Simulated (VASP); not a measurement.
Here is a VASP 6.6.1 calculation.

Contents of INCAR:

```
SYSTEM = AlRu
PREC = Accurate ; ENCUT = 600
EDIFF = 1E-6 ; ISMEAR = -1
SIGMA = 0.05 ; LREAL = .False.
LASPH = .True. ; NELM = 60
ALGO = Fast ; ISIF = 3
LWAVE = .False. ; LCHARG = .False.
GGA = RP ; IBRION = 2
NSW = 60 ; EDIFFG = -0.01
```

The input KPOINTS:

```
regular mesh
0
Gamma
  9 9 9
  0 0 0
```

The input POSCAR:

```
AlRu
1.0
    2.9916000000      0.0000000000      0.0000000000
    0.0000000000      2.9916000000      0.0000000000
    0.0000000000      0.0000000000      2.9916000000
Ru Al
1 1
Direct
    0.5000000000      0.5000000000      0.5000000000
    0.0000000000      0.0000000000      0.0000000000
```

Potentials or basis: VASP PAW PBE potentials, release 64 (Ru_pv, Al).

Run with:

```bash
$ cat potpaw_PBE.64/Ru_pv/POTCAR potpaw_PBE.64/Al/POTCAR > POTCAR
$ mpirun -np 1 vasp_std > vasp.out
```

(1) Predict the relaxed volume.

(2) Estimate the space group after relaxing (to 0.05 Å).

Answers

(1) 13.78 Å³/atom.

(2) Pm-3m (No. 221).

Caveat: the PAW data sets were made with another functional, which shifts forces and pressure a little.
